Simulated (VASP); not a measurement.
Input of a VASP 6.6.1 run:

INCAR

```
SYSTEM = Ni
ALGO = Normal
EDIFF = 1E-7
ENCUT = 520
ISIF = 2
ISMEAR = -1
ISPIN = 2
LASPH = .True.
LCHARG = .False.
LMAXMIX = 4
LMIXTAU = .True.
LORBIT = 11
LREAL = .False.
LWAVE = .False.
MAGMOM = 1
METAGGA = LAK
NBANDS = 15
NELM = 120
PREC = Accurate
SIGMA = 0.05
```

The input KPOINTS:

```
k-points
0
Gamma
  13 13 13
  0 0 0
```

POSCAR

```
Ni
1.0
    0.0000000000      1.7375729330      1.7375729330
    1.7375729330      0.0000000000      1.7375729330
    1.7375729330      1.7375729330      0.0000000000
Ni
1
Direct
    0.0000000000      0.0000000000      0.0000000000
```

Contents of KPOINTS_OPT:

```
path GXWKGLUWLK,UX
10
line-mode
reciprocal
 0.0000000000  0.0000000000  0.0000000000  G
 0.5000000000  0.0000000000  0.5000000000  X

 0.5000000000  0.0000000000  0.5000000000  X
 0.5000000000  0.2500000000  0.7500000000  W

 0.5000000000  0.2500000000  0.7500000000  W
 0.3750000000  0.3750000000  0.7500000000  K

 0.3750000000  0.3750000000  0.7500000000  K
 0.0000000000  0.0000000000  0.0000000000  G

 0.0000000000  0.0000000000  0.0000000000  G
 0.5000000000  0.5000000000  0.5000000000  L

 0.5000000000  0.5000000000  0.5000000000  L
 0.6250000000  0.2500000000  0.6250000000  U

 0.6250000000  0.2500000000  0.6250000000  U
 0.5000000000  0.2500000000  0.7500000000  W

 0.5000000000  0.2500000000  0.7500000000  W
 0.5000000000  0.5000000000  0.5000000000  L

 0.5000000000  0.5000000000  0.5000000000  L
 0.3750000000  0.3750000000  0.7500000000  K

 0.6250000000  0.2500000000  0.6250000000  U
 0.5000000000  0.0000000000  0.5000000000  X
```

Potentials or basis: VASP PAW PBE potentials, release 64 (Ni).

Launch:

```bash
$ cat potpaw_PBE.64/Ni/POTCAR > POTCAR
$ mpirun -np 1 vasp_std > vasp.out
```

Q: Estimate the site moments.

A: Ni +0.84 μB.

Q: Estimate the band gap along the path.

A: None (metal or under the smearing width).
